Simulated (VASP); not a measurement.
Input of a VASP 6.6.1 run:

Contents of INCAR:

```
PREC     = Accurate       # precision mode
ENCUT    = 520            # plane-wave cutoff, eV
EDIFF    = 1E-6           # SCF threshold, eV
ISMEAR   = -1             # smearing method
SIGMA    = 0.02           # smearing width, eV
LREAL    = F              # projectors in reciprocal space
LASPH    = T              # aspherical terms in the spheres
NELM     = 100            # most SCF steps
ALGO     = Normal         # electronic algorithm
ISIF     = 2              # what is computed and relaxed
LWAVE    = F              # write WAVECAR
LCHARG   = F              # write CHGCAR
GGA      = PE             # functional
NBANDS   = 16             # bands
```

Contents of KPOINTS:

```
regular mesh
0
Gamma
  12 12 6
```

File POSCAR:

```
MgO
1.0
    3.3424728383      0.0000000000      0.0000000000
   -1.6712364192      2.8946663894      0.0000000000
    0.0000000000      0.0000000000      4.8116146016
Mg O
2 2
Direct
    0.3333333333      0.6666666667     -0.0205165972
    0.6666666667      0.3333333333      0.4794834028
    0.3333333333      0.6666666667      0.3955165972
    0.6666666667      0.3333333333      0.8955165972
```

Potentials or basis: VASP PAW PBE potentials, release 64 (Mg, O).

Launch:

```console
$ cat potpaw_PBE.64/Mg/POTCAR potpaw_PBE.64/O/POTCAR > POTCAR
$ mpirun -np 1 vasp_std > vasp.out
```

(1) What does it give for the largest force?

(2) What does it give for the pressure?

(3) What does it give for the band gap on the k mesh?

## Answers

(1) 0.026 eV/Å.

(2) 3.4 GPa.

(3) 3.36 eV, direct.
